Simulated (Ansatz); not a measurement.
A plane-wave DFT run in Ansatz 0.2.0 (scalar-relativistic PAW potentials unless the input names others): input and command.

```yaml
crystal:
  lattice:
    - [0.0, -4.1105485043, 0.0]
    - [-5.8749264423, 2.0552742521, 0.0052948673]
    - [3.2102374046, 0.0, -8.5441807303]
  atoms:
    - { symbol: In, position: [0.1141973411, 0.2283946822, 0.485473033] }
    - { symbol: In, position: [0.1141973411, 0.2283946822, 0.985473033] }
    - { symbol: In, position: [0.8858026589, 0.7716053178, 0.014526967] }
    - { symbol: In, position: [0.8858026589, 0.7716053178, 0.514526967] }
    - { symbol: Se, position: [0.3452787783, 0.6905575567, 0.1812566147] }
    - { symbol: Se, position: [0.3452787783, 0.6905575567, 0.6812566147] }
    - { symbol: Se, position: [0.6547212217, 0.3094424433, 0.3187433853] }
    - { symbol: Se, position: [0.6547212217, 0.3094424433, 0.8187433853] }
basis:
  ecutwfc: 420
kpoints:
  mp_grid: { grid: [8, 8, 4] }
hamiltonian:
  xc: pbesol
scf:
  occupations: { method: fermi_dirac, width: 0.3 }
  n_extra_bands: 0
  max_iter: 50
output:
  forces: true
  eigenvalues: true
  stress: true
```

```bash
ansatz run input.yaml --threads 1 --pin off --max-ram 2560MiB --backend cpu --events-out ev --progress --plain --runs-dir out
```

Task: What will the program do with this input?

Result: The program refuses it, because of too few bands (scf.n_extra_bands: not typed → 0). Also changed, but not at fault: scf.occupations: {"method": "gaussian", "width": 0.05} → {"method": "fermi_dirac", "width": 0.3}. With the sound run's settings it is accepted.

Abridged log:
```
Error: inconsistent input (scf.n_extra_bands, scf.occupations.method): n_bands = 58 leaves no empty band above the 58 bands per channel that the deck's 116 electrons occupy, and the occupations search for the Fermi level (a smearing at a finite width, or tetrahedra): a level found among occupied bands alone can fill a metal as an insulator; raise scf.n_extra_bands until at least 59 bands are solved (omitted, it auto-derives to 76) (see scf.n_extra_bands in the input reference)
```